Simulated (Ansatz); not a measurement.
**InSb (F-43m), clamped-ion strain scan**

Method: DFT PBEsol, scalar-relativistic, plane waves, PAW in Ansatz. The runs took a 420 eV cutoff, a Γ-centred 12×12×12 mesh and Gaussian smearing (0.15 eV). No spin polarisation. Energies are free energies at this smearing, counted from the undisturbed cell; pressure is positive in compression.

The starting cell (as given, not relaxed at this level; it stands at 0.8 GPa):

```
CELL_PARAMETERS angstrom
0.00000 3.23910 3.23910
3.23910 0.00000 3.23910
3.23910 3.23910 0.00000
ATOMIC_POSITIONS crystal
In 0.00000 0.00000 0.00000
Sb 0.75000 0.75000 0.75000
```

The cell is strained by ε times the Voigt pattern (0, 0, 1, 0, 0, 0) (xx, yy, zz, yz, xz, xy; engineering shear) with fractional coordinates fixed. The cell is metallic on the mesh throughout.

| ε | ΔE (meV/atom) |
| --- | --- |
| -0.0400 | 18.6 |
| -0.0300 | 11.7 |
| -0.0200 | 6.4 |
| -0.0100 | 2.5 |
| 0.0000 | 0.0 |
| 0.0100 | -1.1 |
| 0.0200 | -0.9 |
| 0.0300 | 0.7 |
| 0.0350 | 2.0 |
| 0.0400 | 3.5 |

**Question.** Predict the stress summed along the pattern (GPa, tension positive) at each point.

**Answer.**
```tsv
ε	stress summed along the pattern (GPa, tension positive)
-0.0400	-3.58
-0.0300	-2.87
-0.0200	-2.18
-0.0100	-1.50
0.0000	-0.84
0.0100	-0.20
0.0200	0.43
0.0300	1.04
0.0350	1.34
0.0400	1.63
```